**Forecast of the levels at the A point of rutile TiO₂**

The table holds four filled and two empty Kohn-Sham levels at points along Γ–Z and M–A, from GPAW with LDA+U (U = 4 eV on Ti d), plane waves and a 4x4x6 mesh, without spin polarisation or spin-orbit coupling. The program extrapolates each pair along M–A with E = E(M) + α(1 − cos 2πk), caps the empty pair at its Z value, and takes the valence bar from a control on Γ–Z and the conduction bar from the offset between Γ and M, all without the withheld row. The forecast of three exact pairs at A holds, and the valence pairs fall within their bars of 0.4 eV, both about 0.3 eV above the forecast. The empty pair lies 0.40 eV below its forecast, twice the bar, and the vertical gap 0.70 eV below, also outside its bar. The output also lists the misses of the pure cosine and of copying the Z levels.

GPAW 26.7.0, LDA+U (U = 4 eV on Ti d) with PAW data sets (gpaw-data 1.2.1), for rutile TiO₂ in a fixed cell (a = 4.6 Å, c = 2.959 Å), without spin polarisation or spin-orbit coupling. The plane-wave cutoff is 800 eV, the k mesh 4 × 4 × 6 and the Fermi-Dirac smearing 0.05 eV. Levels are taken at points of the k mesh and measured from the valence top.

## Script

```python
# Table: Kohn-Sham levels (eV, zero at valence top) of rutile TiO2 at k points,
# GPAW, LDA+U (U = 4 eV on Ti d), plane waves, 4x4x6 mesh, no spin-orbit, no spin.
# Tested: forecast of the levels at the withheld point from E = E0 + a(1 - cos 2 pi k)
# along M-A, with the conduction pair capped by its value at Z; control on Gamma-Z.
T = {
    'point_a': [0.0, 0.0, 0.0, 0.0, 0.5, 0.5, 0.5],  # reciprocal cell vector
    'point_b': [0.0, 0.0, 0.0, 0.0, 0.5, 0.5, 0.5],  # reciprocal cell vector
    'point_c': [0.0, 0.1667, 0.3333, 0.5, 0.0, 0.3333, 0.5],  # reciprocal cell vector
    'level_under_4': [-0.823, -1.808, -2.136, -2.431, -1.455, -1.547, -1.291],  # eV
    'level_under_3': [-0.539, -1.03, -1.672, -2.431, -1.455, -1.547, -1.291],  # eV
    'level_under_2': [-0.539, -1.03, -1.672, -1.52, -1.217, -1.091, -0.749],  # eV
    'level_under_1': [0.0, -0.192, -1.038, -1.52, -1.217, -1.091, -0.749],  # eV
    'level_over_1': [2.415, 2.859, 2.939, 3.543, 2.408, 3.495, 3.139],  # eV
    'level_over_2': [2.593, 2.868, 3.295, 3.543, 2.408, 3.495, 3.139],  # eV
}
HELD = [6]  # rows withheld from the fit
import numpy as np
keys = ['level_under_4', 'level_under_3', 'level_under_2', 'level_under_1',
        'level_over_1', 'level_over_2']
known = [i for i in range(len(T['point_c'])) if i not in HELD]
def row(a, c):
    i = [j for j in known if abs(T['point_a'][j] - a) < 0.01 and abs(T['point_c'][j] - c) < 0.01][0]
    return np.array([T[k][i] for k in keys])
f = lambda k, n=1: 1 - np.cos(2 * np.pi * n * k)
G, L1, L2, Z = row(0, 0), row(0, 1/6), row(0, 1/3), row(0, 1/2)
M, V = row(.5, 0), row(.5, 1/3)
for r in (Z, M, V):
    assert np.all(np.abs(r[0::2] - r[1::2]) < 0.0015)
for r in (G, L1, L2):
    assert abs(r[1] - r[2]) < 0.0015
assert Z[4] - G[4] > 0.8 and V[4] - M[4] > 0.8
print("All energies in eV; table rounding 0.0005")
print(f"lowest empty level, Gamma minus M: {G[4]-M[4]:.3f}; split of two lowest at Gamma: {G[5]-G[4]:.3f}")
for n, r in (("Gamma", G), ("c=1/6", L1), ("c=1/3", L2), ("Z", Z), ("M", M), ("M-A c=1/3", V)):
    print(f"vertical gap at {n}: {r[4]-r[3]:.3f}")
print(f"Gamma to Z: top valence {Z[3]-G[3]:+.3f}, lowest empty {Z[4]-G[4]:+.3f}")
print(f"M to c=1/3: second pair {V[0]-M[0]:+.3f}, top pair {V[3]-M[3]:+.3f}, empty pair {V[4]-M[4]:+.3f}")
print("Control: valence doublet on Gamma-Z")
d1 = G[1] + (L2[1] - G[1]) * f(.5) / f(1/3)
a2, b2 = np.linalg.solve([[f(1/6), f(1/6, 2)], [f(1/3), f(1/3, 2)]], [L1[1] - G[1], L2[1] - G[1]])
print(f" drop ratio c=1/3 over c=1/6: {(L2[1]-G[1])/(L1[1]-G[1]):.2f} (single cosine: 3)")
print(f" one cosine gives {d1:.3f} at Z; Z levels minus this: {Z[0]-d1:+.3f}, {Z[3]-d1:+.3f}")
print(f" two harmonics a={a2:.3f}, b={b2:.3f} give {G[1]+2*a2:.3f}; Z levels minus this: {Z[0]-G[1]-2*a2:+.3f}, {Z[3]-G[1]-2*a2:+.3f}")
bv = min(abs(Z[0] - d1), abs(Z[3] - d1))
print("Control: centre of the two lowest empty levels")
cG, c1, c2 = G[4:].mean(), L1[4:].mean(), L2[4:].mean()
aG, aM = (c1 - cG) / f(1/6), (V[4] - M[4]) / f(1/3)
print(f" centre at Gamma {cG:.3f}, at M {M[4]:.3f}, offset {cG-M[4]:.3f}")
print(f" cosine coefficient: Gamma line {aG:.3f}, M line {aM:.3f}")
print(f" Gamma line c=1/3: cosine {cG+aG*f(1/3):.3f}, table centre {c2:.3f}, excess {cG+aG*f(1/3)-c2:+.3f}")
print(f" Z: cosine {cG+2*aG:.3f}, table {Z[4]:.3f}, excess {cG+2*aG-Z[4]:+.3f}")
bc = 2 * abs(cG - M[4])
print(f"error bars: valence {bv:.2f} (used 0.4), conduction {bc:.2f} (used 0.2)")
bar = np.array([round(bv, 1)] * 4 + [round(bc, 1)] * 2)
for h in HELD:
    k = T['point_c'][h]
    cosm = M + (V - M) * f(k) / f(1/3)
    pred = cosm.copy()
    pred[4:] = np.minimum(cosm[4:], Z[4:])
    x = np.array([T[q][h] for q in keys])
    print(f"Withheld point ({T['point_a'][h]:.2f}, {T['point_b'][h]:.2f}, {k:.2f})")
    print(" level: forecast +- bar | computed | miss | miss/bar | cosine miss | copy-Z miss")
    for j, q in enumerate(keys):
        m = x[j] - pred[j]
        print(f" {q.replace('_', ' ')}: {pred[j]:.3f} +- {bar[j]:.1f} | {x[j]:.3f} | {m:+.3f} | {abs(m)/bar[j]:.2f} | {x[j]-cosm[j]:+.3f} | {x[j]-Z[j]:+.3f}")
    print(f" pure cosine value of the empty pair: {cosm[4]:.3f}")
    gp, gb, gx = pred[4] - pred[3], np.hypot(bar[3], bar[4]), x[4] - x[3]
    print(f" vertical gap: forecast {gp:.2f} +- {gb:.2f}, computed {gx:.3f}, miss {gx-gp:+.3f}, minus gap at Z {gx-(Z[4]-Z[3]):+.3f}")
    print(" splitting inside the three pairs: " + ", ".join(f"{s:.3f}" for s in x[1::2] - x[0::2]))
    print(f" spacing of valence pairs: forecast {pred[2]-pred[1]:.3f}, computed {x[2]-x[1]:.3f}")
    print(f" step from c=1/3: second {x[0]-V[0]:+.3f}, top {x[3]-V[3]:+.3f}, empty {x[4]-V[4]:+.3f}")
    print(f" step from M: second {x[0]-M[0]:+.3f}, top {x[3]-M[3]:+.3f}, empty {x[4]-M[4]:+.3f}")
    print(f" second valence level minus top level at Z: {x[1]-Z[3]:+.3f}")
```

It prints:

```
All energies in eV; table rounding 0.0005
lowest empty level, Gamma minus M: 0.007; split of two lowest at Gamma: 0.178
vertical gap at Gamma: 2.415
vertical gap at c=1/6: 3.051
vertical gap at c=1/3: 3.977
vertical gap at Z: 5.063
vertical gap at M: 3.625
vertical gap at M-A c=1/3: 4.586
Gamma to Z: top valence -1.520, lowest empty +1.128
M to c=1/3: second pair -0.092, top pair +0.126, empty pair +1.087
Control: valence doublet on Gamma-Z
 drop ratio c=1/3 over c=1/6: 2.31 (single cosine: 3)
 one cosine gives -2.050 at Z; Z levels minus this: -0.381, +0.530
 two harmonics a=-0.642, b=-0.113 give -1.823; Z levels minus this: -0.608, +0.303
Control: centre of the two lowest empty levels
 centre at Gamma 2.504, at M 2.408, offset 0.096
 cosine coefficient: Gamma line 0.719, M line 0.725
 Gamma line c=1/3: cosine 3.583, table centre 3.117, excess +0.466
 Z: cosine 3.942, table 3.543, excess +0.399
error bars: valence 0.38 (used 0.4), conduction 0.19 (used 0.2)
Withheld point (0.50, 0.50, 0.50)
 level: forecast +- bar | computed | miss | miss/bar | cosine miss | copy-Z miss
 level under 4: -1.578 +- 0.4 | -1.291 | +0.287 | 0.72 | +0.287 | +1.140
 level under 3: -1.578 +- 0.4 | -1.291 | +0.287 | 0.72 | +0.287 | +1.140
 level under 2: -1.049 +- 0.4 | -0.749 | +0.300 | 0.75 | +0.300 | +0.771
 level under 1: -1.049 +- 0.4 | -0.749 | +0.300 | 0.75 | +0.300 | +0.771
 level over 1: 3.543 +- 0.2 | 3.139 | -0.404 | 2.02 | -0.718 | -0.404
 level over 2: 3.543 +- 0.2 | 3.139 | -0.404 | 2.02 | -0.718 | -0.404
 pure cosine value of the empty pair: 3.857
 vertical gap: forecast 4.59 +- 0.45, computed 3.888, miss -0.704, minus gap at Z -1.175
 splitting inside the three pairs: 0.000, 0.000, 0.000
 spacing of valence pairs: forecast 0.529, computed 0.542
 step from c=1/3: second +0.256, top +0.342, empty -0.356
 step from M: second +0.164, top +0.468, empty +0.731
 second valence level minus top level at Z: +0.229
```
